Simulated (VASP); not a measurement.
# Ir (Fm-3m) in VASP: single point with PBE0

Aim: the single point of Ir with PBE0.

All numbers are computed with VASP 6.6.1; they aren't measurements. Logs are shortened: lines on timing, memory, paths and dates and some standing lists are left out, and cuts for length are marked.

## (1) The crystal as given

Symmetry: Fm-3m, No. 225, cubic system. The conventional cell has a = 3.834 Å, b = 3.834 Å, c = 3.834 Å, α = 90.00°, β = 90.00°, γ = 90.00°. Around Ir (site symmetry m-3m) lie 12 Ir at 2.71 Å.

## (2) Single point, PBE0

POSCAR

```
Ir
1.0
    0.0000000000      1.9169000000      1.9169000000
    1.9169000000      0.0000000000      1.9169000000
    1.9169000000      1.9169000000      0.0000000000
Ir
1
Direct
    0.0000000000      0.0000000000      0.0000000000
```

INCAR.step1

```
PREC = Accurate
ENCUT = 520
EDIFF = 1E-5
ISMEAR = 0
SIGMA = 0.1
LREAL = False
LASPH = True
NELM = 80
ALGO = Normal
ISIF = 2
LWAVE = True
NBANDS = 10
GGA = PE
```

INCAR.step2

```
PREC = Accurate
ENCUT = 520
EDIFF = 1E-6
ISMEAR = 0
SIGMA = 0.1
LREAL = False
LASPH = True
NELM = 80
ALGO = Normal
ISIF = 2
LWAVE = False
LCHARG = True
GGA = PE
LHFCALC = True
AEXX = 0.25
PRECFOCK = Fast
HFRCUT = -1
LELF = True
LVHAR = True
NBANDS = 10
ISTART = 1
```

KPOINTS

```
regular mesh
0
Gamma
  8 8 8
```

Potentials or basis: VASP PAW PBE potentials, release 64 (Ir).

On the command line:

```sh
> cat potpaw_PBE.64/Ir/POTCAR > POTCAR
> cp INCAR.step1 INCAR
> mpirun -np 1 vasp_std > vasp.out
> cp INCAR.step2 INCAR
> mpirun -np 1 vasp_std > vasp.out
```

OUTCAR:

```text
PREC = Accurate
   ENCUT = 520
   EDIFF = 1E-6
   ISMEAR = 0
   LREAL = False
   LASPH = True
   NELM = 80
   ISIF = 2
   GGA = PE
   LHFCALC = True
   AEXX = 0.25
   PRECFOCK = Fast
   ISTART = 1

 ion  position               nearest neighbor table
   1  0.000  0.000  0.000-

  LATTYP: Found a face centered cubic cell.
 ALAT       =     3.8338000000

  Lattice vectors:

 A1 = (   0.0000000000,   1.9169000000,   1.9169000000)
 A2 = (   1.9169000000,   0.0000000000,   1.9169000000)
 A3 = (   1.9169000000,   1.9169000000,   0.0000000000)

Analysis of symmetry for initial positions (statically):
=====================================================================
 Subroutine PRICEL returns:
 Original cell was already a primitive cell.

 Routine SETGRP: Setting up the symmetry group for a
 face centered cubic supercell.

 Subroutine GETGRP returns: Found 48 space group operations
 (whereof 48 operations were pure point group operations)
 out of a pool of 48 trial point group operations.

The static configuration has the point symmetry O_h .

Analysis of symmetry for dynamics (positions and initial velocities):
=====================================================================
 Subroutine PRICEL returns:
 Original cell was already a primitive cell.

 Routine SETGRP: Setting up the symmetry group for a
 face centered cubic supercell.

 Subroutine GETGRP returns: Found 48 space group operations
 (whereof 48 operations were pure point group operations)
 out of a pool of 48 trial point group operations.

The dynamic configuration has the point symmetry O_h .

 Subroutine INISYM returns: Found 48 space group operations
 (whereof 48 operations are pure point group operations),
 and found     1 'primitive' translations

----------------------------------------------------------------------------------------

                                     Primitive cell

  volume of cell :      14.0873

  direct lattice vectors                    reciprocal lattice vectors
     0.000000000  1.916900000  1.916900000    -0.260837811  0.260837811  0.260837811
     1.916900000  0.000000000  1.916900000     0.260837811 -0.260837811  0.260837811
     1.916900000  1.916900000  0.000000000     0.260837811  0.260837811 -0.260837811

  length of vectors
     2.710905978  2.710905978  2.710905978     0.451784341  0.451784341  0.451784341

  position of ions in fractional coordinates (direct lattice)
     0.000000000  0.000000000  0.000000000

  ion indices of the primitive-cell ions
   primitive index   ion index
                 1           1

----------------------------------------------------------------------------------------

 KPOINTS: regular mesh

Automatic generation of k-mesh.
 Grid dimensions read from file:
 generate k-points for:    8    8    8

 Generating k-lattice:

  Cartesian coordinates                     Fractional coordinates (reciprocal lattice)
    -0.032604726  0.032604726  0.032604726     0.125000000  0.000000000  0.000000000
     0.032604726 -0.032604726  0.032604726     0.000000000  0.125000000  0.000000000
     0.032604726  0.032604726 -0.032604726     0.000000000  0.000000000  0.125000000

  Length of vectors
     0.056473043  0.056473043  0.056473043

  Shift w.r.t. Gamma in fractional coordinates (k-lattice)
     0.000000000  0.000000000  0.000000000

 Subroutine IBZKPT returns following result:
 ===========================================

 Found     29 irreducible k-points:

 Following reciprocal coordinates:
            Coordinates               Weight
  0.000000  0.000000  0.000000      1.000000
  0.125000  0.000000  0.000000      8.000000
  0.250000  0.000000  0.000000      8.000000
  0.375000  0.000000  0.000000      8.000000
  0.500000  0.000000  0.000000      4.000000
  0.125000  0.125000  0.000000      6.000000
[... 16 lines left out ...]
  0.500000  0.250000  0.125000     48.000000
 -0.375000  0.250000  0.125000     24.000000
 [... further k-points ...]
   k-points           NKPTS =     29   k-points in BZ     NKDIM =    512   number of bands    NBANDS=     10
   number of dos      NEDOS =    301   number of ions     NIONS =      1
   total plane-waves  NPLWV =   8000
   dimension x,y,z NGX =    20 NGY =   20 NGZ =   20
   dimension x,y,z NGXF=    40 NGYF=   40 NGZF=   40
   ions per type =               1
   NGX,Y,Z   is equivalent  to a cutoff of  12.26, 12.26, 12.26 a.u.
   NGXF,Y,Z  is equivalent  to a cutoff of  24.53, 24.53, 24.53 a.u.
 SYSTEM =  unknown system
   PREC   = accura    normal or accurate (medium, high low for compatibility)
   ISTART =      1    job   : 0-new  1-cont  2-samecut
   ICHARG =      0    charge: 1-file 2-atom 10-const
   ISPIN  =      1    spin polarized calculation?
   LNONCOLLINEAR =      F non collinear calculations
   LSORBIT =      F    spin-orbit coupling
   LASPH  =      T    aspherical Exc in radial PAW
   ENCUT  =  520.0 eV  38.22 Ry    6.18 a.u.   5.04  5.04  5.04*2*pi/ulx,y,z
   NELM   =     80;   NELMIN=  2; NELMDL=  0     # of ELM steps
   EDIFF  = 0.1E-05   stopping-criterion for ELM
   LREAL  =      F    real-space projection
   EDIFFG = 0.1E-04   stopping-criterion for IOM
   NSW    =      0    number of steps for IOM
   IBRION =     -1    ionic relax: 0-MD 1-quasi-New 2-CG
   NFREE  =      0    steps in history (QN), initial steepest desc. (CG)
   ISIF   =      2    stress and relaxation
   ISYM   =      3    0-nonsym 1-usesym 2-fastsym
   POTIM  = 0.5000    time-step for ionic-motion
   TEBEG  =    0.0;   TEEND  =   0.0 temperature during run
   PSTRESS=    0.0 pullay stress
   NELECT =       9.0000    total number of electrons
   NUPDOWN=      -1.0000    fix difference up-down
   EMIN   =  10.00;   EMAX   =-10.00  energy-range for DOS
   EFERMI =   0.00;   METHOD = LEGACY
   ISMEAR =     0;   SIGMA  =   0.10  broadening in eV -4-tet -1-fermi 0-gaus
   EFERMI_NEDOS =   21; number of points for ismear=-14 and -15
   IALGO  =     38    algorithm
   IMIX   =      1    mixing-type and parameters
     AMIX     =   0.40;   BMIX     =  1.00
     AMIX_MAG =   1.60;   BMIX_MAG =  1.00
  volume/ion in A,a.u.               =      14.09        95.07
  Fermi-wavevector in a.u.,A,eV,Ry     =   1.409980  2.664475 27.048966  1.988043
  Thomas-Fermi vector in A             =   2.531980
   LORBIT       =      0    0 simple, 1 ext, 2 COOP (PROOUT), +10 PAW based schemes
   GGA     = PE    functional components
   LHFCALC =     T    Hartree Fock is set to
   PRECFOCK=fast      Normal, Fast or Accurate (Low or Medium for compatibility)
   ENCUT4O =  -1.0   cutoff for four orbital integrals eV
   NKREDX  =     1    reduce k-point grid by
   NKREDY  =     1    reduce k-point grid by
   NKREDZ  =     1    reduce k-point grid by
   AEXX    =    0.2500 exact exchange contribution
   HFSCREEN=    0.0000 screening length (either q_TF or 0.3 A-1)
   HFSCREENC=   0.0000 screening length for correlation (either q_TF or 0.3 A-1)
   ENCUTFOCK=  -1.0 apply spherical cutoff to Coloumb kernel
   IVDW    =     0    specifies the selected vdW correction
   LEPSILON=     F    determine dielectric tensor
   LRPA    =     F    only Hartree local field effects (RPA)
 non-spin polarized calculation
 Gauss-broadening in eV      SIGMA  =   0.10
  energy-cutoff  :      520.00
  volume of cell :       14.09
 maximum number of plane-waves:       392
  NGX = 12; NGY = 12; NGZ = 12

 number of electron       9.0000000 magnetization

 Free energy of the ion-electron system (eV)
  ---------------------------------------------------
  ext. energy  EPLUGINS =         0.00000000
  ---------------------------------------------------
  free energy    TOTEN  =       -10.89176127 eV

  energy without entropy =      -10.89175643  energy(sigma->0) =      -10.89175885

 E-fermi :  10.2602     XC(G=0): -10.9687

 val. band max:        9.9940819816   @ k =  -0.3750   0.1250   0.0000
 cond. band min:      10.5249331033   @ k =   0.3750   0.1250   0.0000
 fundamental gap:      0.5308511216
 Fermi energy:        10.2601529669

 k-point     1 :       0.0000    0.0000    0.0000
  band No.  band energies     occupation
      1      -2.6043      2.00000
      2       5.1625      2.00000
      3       5.1626      2.00000
      4       5.1626      2.00000
      5       7.7930      2.00000
      6       7.7930      2.00000
      7      25.9241      0.00000
      8      31.8459      0.00000
      9      31.8459      0.00000
     10      31.8459      0.00000

 k-point     2 :       0.1250    0.0000    0.0000
  band No.  band energies     occupation
      1      -1.8330      2.00000
      2       4.8631      2.00000
      3       5.5312      2.00000
      4       5.5312      2.00000
      5       7.7564      2.00000
      6       7.7564      2.00000
      7      27.0935      0.00000
      8      29.1524      0.00000
      9      33.0122      0.00000
     10      33.0122      0.00000

 k-point     3 :       0.2500    0.0000    0.0000
  band No.  band energies     occupation
      1      -0.1578      2.00000
      2       4.7665      2.00000
      3       5.6073      2.00000
      4       5.6073      2.00000
      5       8.4638      2.00000
      6       8.4638      2.00000
      7      25.5301      0.00000
      8      28.5935      0.00000
      9      35.8505      0.00000
     10      35.8505      0.00000
[... 248 lines left out ...]
 k-point    23 :       0.5000    0.2500    0.1250
  band No.  band energies     occupation
      1       2.2306      2.00000
      2       3.8708      2.00000
      3       4.4891      2.00000
      4       6.9188      2.00000
      5       9.8006      2.00000
      6      13.8889      0.00000
      7      21.9582      0.00000
      8      27.3543      0.00000
      9      28.6260      0.00000
     10      33.5583      0.00000

 k-point    24 :      -0.3750    0.2500    0.1250
  band No.  band energies     occupation
      1       2.2463      2.00000
      2       3.5357      2.00000
      3       5.6481      2.00000
      4       6.5229      2.00000
      5      11.1550      0.00000
      6      16.3158      0.00000
      7      18.2942      0.00000
      8      27.4809      0.00000
      9      27.8241      0.00000
     10      31.8246      0.00000

 [... further k-points ...]

------------------------ aborting loop because EDIFF is reached ----------------------------------------

  FORCE on cell =-STRESS in cart. coord.  units (eV):
  Direction    XX          YY          ZZ          XY          YZ          ZX
  --------------------------------------------------------------------------------------
  -------------------------------------------------------------------------------------
  Total        0.0902958      0.0902958      0.0902958     -0.0000000      0.0000000      0.0000000
  in kB       10.2695102     10.2695102     10.2695102     -0.0000000      0.0000000      0.0000000
  external PRESSURE =      10.2695102 kB  Pullay stress =       0.0000000 kB

 VOLUME and BASIS-vectors are now :
 -----------------------------------------------------------------------------
  energy-cutoff  :      520.00
  volume of cell :       14.09
      direct lattice vectors                 reciprocal lattice vectors
     0.000000000  1.916900000  1.916900000    -0.260837811  0.260837811  0.260837811
     1.916900000  0.000000000  1.916900000     0.260837811 -0.260837811  0.260837811
     1.916900000  1.916900000  0.000000000     0.260837811  0.260837811 -0.260837811

 POSITION                                       TOTAL-FORCE (eV/Angst)
 -----------------------------------------------------------------------------------
      0.00000      0.00000      0.00000         0.000000      0.000000      0.000000
 -----------------------------------------------------------------------------------
    total drift:                                0.000000      0.000000      0.000000

  FREE ENERGIE OF THE ION-ELECTRON SYSTEM (eV)
  ---------------------------------------------------
  free  energy   TOTEN  =       -10.8917612731 eV

  energy  without entropy=      -10.8917564315  energy(sigma->0) =      -10.89175885
```

Wall time 10 min (1 thread of Intel Xeon Platinum 8488C (Sapphire Rapids), shared host); peak memory 0.14 GiB.

What came out:

```yaml
Free_energy: -10.8918 eV
Pressure: 1.0 GPa
Band_gap_on_the_k_mesh: none (metal or under the smearing width)
```

Caveat: the PAW data sets were made with another functional, which shifts forces and pressure a little. Spin-orbit coupling is left out, which matters for the levels of Ir.
